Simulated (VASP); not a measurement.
# MoS2 in VASP: further runs, part 2 of 2

VASP 6.6.1.

### 4 Single point, PBEsol

This run uses another cell than the first one, of 32.27 Å³/atom, 0.736 times its volume.

File INCAR:

```
SYSTEM = MoS2
PREC = Accurate
ENCUT = 460
EDIFF = 1E-7
ISMEAR = 0
SIGMA = 0.05
LREAL = .FALSE.
LASPH = .TRUE.
NELM = 120
ALGO = Normal
ISIF = 2
LWAVE = .FALSE.
LCHARG = .FALSE.
LDIPOL = .TRUE.
IDIPOL = 3
DIPOL = 0.5 0.5 0.500
GGA = PS
NBANDS = 24
LVHAR = .TRUE.
LVACPOTAV = .TRUE.
```

File KPOINTS:

```
Automatic mesh
0
G
  8 8 1
  0 0 0
```

File POSCAR:

```
MoS2
1.0
    3.1690000000      0.0000000000      0.0000000000
   -1.5845000000      2.7444345000      0.0000000000
    0.0000000000      0.0000000000     11.1302960000
S Mo
2 1
Direct
    0.3333333333      0.6666666667      0.3593794810
    0.3333333333      0.6666666667      0.6406205190
    0.6666666667      0.3333333333      0.5000000000
```

Potentials or basis: VASP PAW PBE potentials, release 64 (S, Mo_sv).

Launch:

```console
$ cat potpaw_PBE.64/S/POTCAR potpaw_PBE.64/Mo_sv/POTCAR > POTCAR
$ mpirun -np 1 vasp_std > vasp.out
```

OUTCAR:

```text
SYSTEM = MoS2
   PREC = Accurate
   ENCUT = 460
   EDIFF = 1E-7
   ISMEAR = 0
   LREAL = .FALSE.
   LASPH = .TRUE.
   NELM = 120
   ISIF = 2
   GGA = PS

 Found     10 irreducible k-points:

 Following reciprocal coordinates:
            Coordinates               Weight
  0.000000  0.000000  0.000000      1.000000
  0.125000  0.000000  0.000000      6.000000
  0.250000  0.000000  0.000000      6.000000
  0.375000 -0.000000  0.000000      6.000000
  0.500000  0.000000  0.000000      3.000000
  0.125000  0.125000  0.000000      6.000000
   k-points           NKPTS =     10   k-points in BZ     NKDIM =     10   number of bands    NBANDS=     24
   number of dos      NEDOS =    301   number of ions     NIONS =      3
   total plane-waves  NPLWV =  46080
   dimension x,y,z NGX =    24 NGY =   24 NGZ =   80
   dimension x,y,z NGXF=    48 NGYF=   48 NGZF=  160
   ions per type =               2   1
   NGX,Y,Z   is equivalent  to a cutoff of  12.59, 12.59, 11.95 a.u.
   NGXF,Y,Z  is equivalent  to a cutoff of  25.18, 25.18, 23.90 a.u.
 SYSTEM =  MoS2
   PREC   = accura    normal or accurate (medium, high low for compatibility)
   ISTART =      0    job   : 0-new  1-cont  2-samecut
   ICHARG =      2    charge: 1-file 2-atom 10-const
   ISPIN  =      1    spin polarized calculation?
   LNONCOLLINEAR =      F non collinear calculations
   LSORBIT =      F    spin-orbit coupling
   LASPH  =      T    aspherical Exc in radial PAW
   ENCUT  =  460.0 eV  33.81 Ry    5.81 a.u.   5.54  5.54 19.46*2*pi/ulx,y,z
   NELM   =    120;   NELMIN=  2; NELMDL= -5     # of ELM steps
   EDIFF  = 0.1E-06   stopping-criterion for ELM
   LREAL  =      F    real-space projection
   EDIFFG = 0.1E-05   stopping-criterion for IOM
   NSW    =      0    number of steps for IOM
   IBRION =     -1    ionic relax: 0-MD 1-quasi-New 2-CG
   NFREE  =      0    steps in history (QN), initial steepest desc. (CG)
   ISIF   =      2    stress and relaxation
   ISYM   =      2    0-nonsym 1-usesym 2-fastsym
   POTIM  = 0.5000    time-step for ionic-motion
   TEBEG  =    0.0;   TEEND  =   0.0 temperature during run
   PSTRESS=    0.0 pullay stress
   NELECT =      26.0000    total number of electrons
   NUPDOWN=      -1.0000    fix difference up-down
   EMIN   =  10.00;   EMAX   =-10.00  energy-range for DOS
   EFERMI =   0.00;   METHOD = LEGACY
   ISMEAR =     0;   SIGMA  =   0.05  broadening in eV -4-tet -1-fermi 0-gaus
   EFERMI_NEDOS =   21; number of points for ismear=-14 and -15
   IALGO  =     38    algorithm
   IMIX   =      4    mixing-type and parameters
     AMIX     =   0.40;   BMIX     =  1.00
     AMIX_MAG =   1.60;   BMIX_MAG =  1.00
  volume/ion in A,a.u.               =      32.27       217.75
  Fermi-wavevector in a.u.,A,eV,Ry     =   1.056263  1.996047 15.179900  1.115691
  Thomas-Fermi vector in A             =   2.191492
   LORBIT       =      0    0 simple, 1 ext, 2 COOP (PROOUT), +10 PAW based schemes
   GGA     = PS    functional components
   LHFCALC =     F    Hartree Fock is set to
   AEXX    =    0.0000 exact exchange contribution
   IVDW    =     0    specifies the selected vdW correction
   LEPSILON=     F    determine dielectric tensor
   LRPA    =     F    only Hartree local field effects (RPA)
 non-spin polarized calculation
 Gauss-broadening in eV      SIGMA  =   0.05
  energy-cutoff  :      460.00
  volume of cell :       96.80
 maximum number of plane-waves:      2211
 NGX is ok and might be reduce to    24
   NGX = 11   NGY = 11   NGZ = 39

 number of electron      25.9999998 magnetization

 dipolmoment           0.000000      0.000000     -0.000000 electrons x Angstroem

 Free energy of the ion-electron system (eV)
  ---------------------------------------------------
  ext. energy  EPLUGINS =         0.00000000
  ---------------------------------------------------
  free energy    TOTEN  =       -23.41194072 eV

  energy without entropy =      -23.41194072  energy(sigma->0) =      -23.41194072

 E-fermi :   1.3074     XC(G=0):  -6.8140

 val. band max:        1.0371473384   @ k =   0.0000   0.0000   0.0000
 cond. band min:       2.9896629162   @ k =   0.3750   0.2500   0.0000
 fundamental gap:      1.9525155777
 Fermi energy:         1.3074113333

 k-point     1 :       0.0000    0.0000    0.0000
  band No.  band energies     occupation
      1     -59.6592      2.00000
      2     -33.8466      2.00000
      3     -33.6155      2.00000
      4     -33.6155      2.00000
      5     -13.0176      2.00000
      6     -11.7005      2.00000
[... 16 lines left out ...]
     23      11.9972      0.00000
     24      11.9972      0.00000
[... 112 lines left out ...]
      2     -33.8152      2.00000
      3     -33.7672      2.00000
      4     -33.6582      2.00000
      5     -12.3578      2.00000
      6     -11.4262      2.00000
[... 16 lines left out ...]
     23      11.6279      0.00000
     24      12.4938      0.00000

 [... further k-points ...]

------------------------ aborting loop because EDIFF is reached ----------------------------------------

  FORCE on cell =-STRESS in cart. coord.  units (eV):
  Direction    XX          YY          ZZ          XY          YZ          ZX
  --------------------------------------------------------------------------------------
  -------------------------------------------------------------------------------------
  Total       -1.1737886     -1.1737886     -0.9994630      0.0000000      0.0000000      0.0000000
  in kB      -19.4275774    -19.4275774    -16.5422844      0.0000000      0.0000000      0.0000000
  external PRESSURE =     -18.4658131 kB  Pullay stress =       0.0000000 kB

 VOLUME and BASIS-vectors are now :
 -----------------------------------------------------------------------------
  energy-cutoff  :      460.00
  volume of cell :       96.80
      direct lattice vectors                 reciprocal lattice vectors
     3.169000000  0.000000000  0.000000000     0.315556958  0.182186895  0.000000000
    -1.584500000  2.744434500  0.000000000     0.000000000  0.364373790  0.000000000
     0.000000000  0.000000000 11.130296000     0.000000000  0.000000000  0.089844870

 POSITION                                       TOTAL-FORCE (eV/Angst)
 -----------------------------------------------------------------------------------
     -0.00000      1.82962      4.00000        -0.000000     -0.000000      0.309748
     -0.00000      1.82962      7.13030        -0.000000     -0.000000     -0.309748
      1.58450      0.91481      5.56515         0.000000      0.000000      0.000000
 -----------------------------------------------------------------------------------
    total drift:                               -0.000000      0.000000      0.000000

  FREE ENERGIE OF THE ION-ELECTRON SYSTEM (eV)
  ---------------------------------------------------
  free  energy   TOTEN  =       -23.4119407152 eV

  energy  without entropy=      -23.4119407152  energy(sigma->0) =      -23.41194072

 vacuum level on the upper side and lower side of the slab         7.010         7.010
```

OSZICAR:

```text
N       E                     dE             d eps       ncg     rms          rms(c)
DAV:   1     0.152499242182E+03    0.15250E+03   -0.13468E+04   560   0.861E+02
DAV:   2    -0.175712795197E+02   -0.17007E+03   -0.16385E+03   608   0.235E+02
DAV:   3    -0.248040467451E+02   -0.72328E+01   -0.71808E+01   608   0.443E+01
DAV:   4    -0.249229994108E+02   -0.11895E+00   -0.11891E+00   616   0.601E+00
DAV:   5    -0.249256128080E+02   -0.26134E-02   -0.26133E-02   632   0.824E-01    0.247E+01
DAV:   6    -0.238143889857E+02    0.11112E+01   -0.89640E+00   496   0.162E+01    0.844E+00
DAV:   7    -0.235922831068E+02    0.22211E+00   -0.40164E+00   560   0.100E+01    0.598E+00
DAV:   8    -0.234170348651E+02    0.17525E+00   -0.77527E-01   568   0.461E+00    0.141E+00
DAV:   9    -0.234132198005E+02    0.38151E-02   -0.27968E-02   568   0.868E-01    0.725E-01
DAV:  10    -0.234110723182E+02    0.21475E-02   -0.65227E-03   608   0.476E-01    0.125E-01
DAV:  11    -0.234108797466E+02    0.19257E-03   -0.72886E-04   552   0.134E-01    0.886E-02
DAV:  12    -0.234110333717E+02   -0.15363E-03   -0.15447E-04   528   0.585E-02    0.487E-02
DAV:  13    -0.234116077926E+02   -0.57442E-03   -0.40523E-04   488   0.834E-02    0.481E-02
DAV:  14    -0.234118988308E+02   -0.29104E-03   -0.78378E-05   504   0.459E-02    0.252E-02
DAV:  15    -0.234119395263E+02   -0.40695E-04   -0.19094E-05   480   0.239E-02    0.160E-02
DAV:  16    -0.234119403209E+02   -0.79461E-06   -0.94416E-07   624   0.473E-03    0.484E-03
DAV:  17    -0.234119406787E+02   -0.35777E-06   -0.21716E-07   456   0.235E-03    0.104E-03
DAV:  18    -0.234119407152E+02   -0.36526E-07   -0.15682E-08   496   0.761E-04
   1 F= -.23411941E+02 E0= -.23411941E+02  d E =-.902425E-16
```

Run time: 19 s. Hardware: 1 thread of Intel Xeon Platinum 8488C (Sapphire Rapids), shared host; peak memory 0.19 GiB.

The run converged, but some of its settings lie outside the range that counts as converged, so its numbers aren't taken as properties of the slab.

What came out:

| Property | Result |
| --- | --- |
| Free energy | -23.4119 eV |
| Largest force | 0.310 eV/Å |
| Band gap on the k mesh | 1.95 eV, indirect (least direct gap 2.04 eV) |
| Ionisation potential of the upper face | 5.97 eV |

Caveat: the PAW data sets were made with another functional, which shifts forces and pressure a little.

### 5 Single point, PBEsol

Changes to INCAR since step 4:

```diff
@@ -2,3 +2,3 @@
 PREC = Accurate
-ENCUT = 460
+ENCUT = 400
 EDIFF = 1E-7
```

KPOINTS is that of step 4.

File POSCAR:

```
MoS2
1.0
    3.1690000000      0.0000000000      0.0000000000
   -1.5845000000      2.7444345000      0.0000000000
    0.0000000000      0.0000000000     15.1302960000
S Mo
2 1
Direct
    0.3333333333      0.6666666667      0.3965553615
    0.3333333333      0.6666666667      0.6034446385
    0.6666666667      0.3333333333      0.5000000000
```

Launch:

```console
$ cat potpaw_PBE.64/S/POTCAR potpaw_PBE.64/Mo_sv/POTCAR > POTCAR
$ mpirun -np 1 vasp_std > vasp.out
```

Run time: 27 s. Hardware: 1 thread of Intel Xeon Platinum 8488C (Sapphire Rapids), shared host; peak memory 0.23 GiB.

The run converged, but some of its settings lie outside the range that counts as converged, so its numbers aren't taken as properties of the slab.

Results:

```
Free energy                            : -23.4107 eV
Largest force                          : 0.308 eV/Å
Band gap on the k mesh                 : 1.95 eV, indirect (least direct gap 2.04 eV)
Ionisation potential of the upper face : 5.99 eV
```

Caveat: the PAW data sets were made with another functional, which shifts forces and pressure a little.

### 6 Single point, PBEsol

This run uses another cell than the first one, of 61.26 Å³/atom, 1.397 times its volume.

Changes to INCAR since step 5:

```diff
@@ -2,3 +2,3 @@
 PREC = Accurate
-ENCUT = 400
+ENCUT = 460
 EDIFF = 1E-7
```

File KPOINTS:

```
Automatic mesh
0
G
  6 6 1
  0 0 0
```

File POSCAR:

```
MoS2
1.0
    3.1690000000      0.0000000000      0.0000000000
   -1.5845000000      2.7444345000      0.0000000000
    0.0000000000      0.0000000000     21.1302960000
S Mo
2 1
Direct
    0.3333333333      0.6666666667      0.4259287234
    0.3333333333      0.6666666667      0.5740712766
    0.6666666667      0.3333333333      0.5000000000
```

Potentials or basis: VASP PAW PBE potentials, release 64 (S, Mo_sv).

Launch:

```console
$ cat potpaw_PBE.64/S/POTCAR potpaw_PBE.64/Mo_sv/POTCAR > POTCAR
$ mpirun -np 1 vasp_std > vasp.out
```

It took 38 s on 1 thread of Intel Xeon Platinum 8488C (Sapphire Rapids), shared host; peak memory 0.26 GiB.

These settings aren't checked as converged: the numbers below hold their error.

Results:

```
Free energy                            : -23.4109 eV
Largest force                          : 0.307 eV/Å
Band gap on the k mesh                 : 1.73 eV, direct
Ionisation potential of the upper face : 5.95 eV
```

Caveat: the PAW data sets were made with another functional, which shifts forces and pressure a little.
